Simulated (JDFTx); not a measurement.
**ZrO2 under changes of volume**

One of the cells (10.990 Å³/atom); the others are scaled copies at fixed shape and fractional positions:

```
CELL_PARAMETERS angstrom
0.00000 2.54507 2.54507
2.54507 0.00000 2.54507
2.54507 2.54507 0.00000
ATOMIC_POSITIONS crystal
Zr 0.00000 0.00000 0.00000
O 0.75000 0.75000 0.75000
O 0.25000 0.25000 0.25000
```

Measurements of this composition are mostly on another form, of space group No. 14.

- Program: JDFTx 1.7.0 (patched build)
- Functional: PBE
- Potentials or basis: PseudoDojo-SR-PBE-0.5-standard
- Cutoff: 1143 eV
- Density cutoff: 9143 eV
- k mesh: 9 × 9 × 9
- Occupations: fermi-dirac, width 0.05 eV
- Spin: no spin polarisation

```csv
volume (Å³/atom),energy over the lowest point (meV/atom),pressure (GPa),gap on the mesh (eV)
10.331,49.06,20.8,3.59
10.551,24.93,14.4,3.53
10.770,9.25,8.5,3.47
10.990,1.19,3.2,3.42
11.210,0.00,-1.5,3.36
11.430,?,?,?
11.650,15.62,-9.7,3.25
```

**Question.** What does the run at 11.430 Å³/atom give?

**Answer.** Energy over the lowest point 5.01 meV/atom; pressure -5.8 GPa; gap on the mesh 3.30 eV.

Worked out: A Birch-Murnaghan fit of order 3 (a polynomial in V^(-2/3)) to the other rows has its minimum at 11.14 Å³/atom with B0 = V·E''(V) = 236 GPa and B' = 4.2. It gives 5.00 meV/atom at 11.430 Å³/atom, against the run's 5.01, and -dE/dV = -5.8 GPa, against -5.8. A straight line through the other rows of the gap, of slope -2.82 eV per unit of ln V, gives 3.31 eV, against the run's 3.30.

Energies are extrapolated to zero smearing.

Caveats: an odd mesh through Γ misses points on the zone boundary, where band edges often lie. Spin-orbit coupling on Zr is left out.
